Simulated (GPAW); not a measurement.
C, 8 atoms in the cell. It takes space group Cmmm (No. 65, orthorhombic). Conventional cell: a = 4.230 Å, b = 8.719 Å, c = 2.500 Å, α = 90.00°, β = 90.00°, γ = 90.00°. C (site symmetry m) has 4 C at 1.52 to 1.56 Å as nearest neighbours. Around C (site symmetry m) lie 4 C at 1.52 to 1.57 Å. This isn't the form of C at room conditions, which is graphite.

* Program: GPAW 26.7.0
* Task: single point
* Functional: TB-mBJ
* Potentials or basis: GPAW PAW data sets for LDA (gpaw-data 1.2.1)
* Cutoff: 800 eV
* Basis: pw
* k mesh: 6 × 6 × 8
* Occupations: fermi-dirac, width 0.05 eV
* Spin: no spin polarisation
* Maxiter: 150

Potentials or basis: GPAW PAW data sets for LDA (gpaw-data 1.2.1), pw.

Run with:

```sh
$ OMP_NUM_THREADS=1 python run.py
```

Hardware: 1 thread of Intel(R) Xeon(R) Platinum 8375C CPU @ 2.90GHz (Ice Lake), on a shared host.

Task: How long does it take, and how much memory?

Result: Wall time 7.9 min on 1 thread of Intel(R) Xeon(R) Platinum 8375C CPU @ 2.90GHz (Ice Lake), with other jobs on the host, peak memory 0.32 GiB. Counts: scf iterations 22.
